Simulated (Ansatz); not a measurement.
# Fe: from a trial structure to a relaxed crystal

The calculation used DFT PBE, scalar-relativistic, plane waves, PAW in Ansatz 0.2.0. Cutoff 420 eV, Γ-centred k mesh, Gaussian smearing, no spin polarisation in the final step.

Fe was placed on the diamond structure type (Fd-3m, No. 227), at a guessed volume.

```
Fe
1.0
     0.00000    2.37554    2.37554
     2.37554    0.00000    2.37554
     2.37554    2.37554    0.00000
Fe
2
Direct
  0.50000 0.50000 0.50000
  0.75000 0.75000 0.75000
```

Cell and atoms relax at zero pressure; the relaxation can't lower the symmetry of the start. After a coarse first stage the cell is made exact in the group found at 0.06 Å.

Energies count from the standard state of Fe at the same level.

(1) What does it relax into?

(2) What are its volume, energy, density and gap?

## Answers

(1) It keeps Fd-3m (No. 227). The result has the diamond structure. Conventional cell: a = 4.873 Å. Fe has 4 Fe at 2.11 Å.

Space group Fd-3m:1 (No. 227). a = 4.873 Å, b = 4.873 Å, c = 4.873 Å, α = 90.00°, β = 90.00°, γ = 90.00°
```
atom site symmetry x y z
  Fe    8a      -43m  0.5000  0.0000  0.5000
```

(2) The volume per atom is 14.46 Å³, the density is 6.41 g/cm³ and the energy over the standard structure is 1.27 eV/atom. The gap on the 14×14×14 mesh is 0 eV (a metal).

The final run used a 14×14×14 mesh on its 2-atom cell and 0.10 eV smearing. The k mesh leaves about 4 meV/atom of noise in metals. Symmetry constrained the relaxation, so the result can be a saddle point.